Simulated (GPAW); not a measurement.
# PbS: band structure with r2SCAN

Crystal: PbS.

```
CELL_PARAMETERS angstrom
2.07995 -5.99130 0.00000
2.07995 5.99130 0.00000
0.00000 0.00000 4.27932
ATOMIC_POSITIONS crystal
Pb 0.13056 0.86944 0.25000
Pb 0.86944 0.13056 0.75000
S 0.35480 0.64520 0.25000
S 0.64520 0.35480 0.75000
```

Measurements of this composition are mostly on another form, of space group No. 225.

```
Program             : GPAW 26.7.0
Task                : band structure
Functional          : r2SCAN
Potentials or basis : GPAW PAW data sets (gpaw-data 1.2.1)
Cutoff              : 600 eV
Basis               : pw
k mesh              : 5 × 5 × 4
Occupations         : fermi-dirac, width 0.05 eV
Spin                : no spin polarisation
Maxiter             : 150
Band path           : GXSRAZGYX1A1TY,ZT
Band points         : 80
```

```
Pressure                : -0.2 GPa
Largest force           : 0.074 eV/Å
Band gap on the k mesh  : 1.58 eV, indirect (least direct gap 1.64 eV)
Band gap along the path : 1.36 eV, indirect (least direct gap 1.51 eV)
```

Forces in eV/Å, atoms in the order of the input:
```
Pb   0.000 -0.023  0.000
Pb   0.000  0.023  0.000
S    0.000  0.074  0.000
S    0.000 -0.074  0.000
```

Stress tensor (GPa, compression positive):
```
-0.10  0.00  0.00
 0.00 -0.38  0.00
 0.00  0.00 -0.24
```

Levels at the corners of the path, in eV from the valence-band top:
| point | band 18 | band 19 | band 20 | band 21 | band 22 | band 23 |
| --- | --- | --- | --- | --- | --- | --- |
| Γ | -1.81 | -1.64 | -0.60 | 4.99 | 5.03 | 5.17 |
| X | -1.39 | -0.69 | -0.27 | 1.89 | 2.11 | 2.30 |
| S | -1.33 | -0.40 | -0.40 | 2.04 | 2.08 | 2.43 |
| R | -3.27 | -1.59 | -1.59 | 3.69 | 3.69 | 5.59 |
| A | -2.92 | -1.61 | -1.61 | 3.47 | 3.47 | 6.06 |
| Z | -1.27 | -0.16 | -0.16 | 2.08 | 2.08 | 3.00 |
| Γ | -1.81 | -1.64 | -0.60 | 4.99 | 5.03 | 5.17 |
| Y | -2.02 | -1.47 | -0.56 | 1.36 | 4.75 | 5.15 |
| X1 | -1.39 | -0.69 | -0.27 | 1.89 | 2.11 | 2.30 |
| A1 | -2.92 | -1.61 | -1.61 | 3.47 | 3.47 | 6.06 |
| T | -1.37 | -0.47 | -0.47 | 1.96 | 1.96 | 3.42 |
| Y | -2.02 | -1.47 | -0.56 | 1.36 | 4.75 | 5.15 |
| Z | -1.27 | -0.16 | -0.16 | 2.08 | 2.08 | 3.00 |
| T | -1.37 | -0.47 | -0.47 | 1.96 | 1.96 | 3.42 |

It took 15 min on 1 thread of Arm Neoverse V2 (shared host), peak memory 0.74 GiB.

Caveat: the PAW data sets were made with another functional, which shifts forces and pressure a little; spin-orbit coupling is left out, which as a rule narrows the gap of such compounds by several tenths of an eV; the mesh misses the band edges, which the band path finds closer together; the program warned that so skewed a cell can give wrong results.
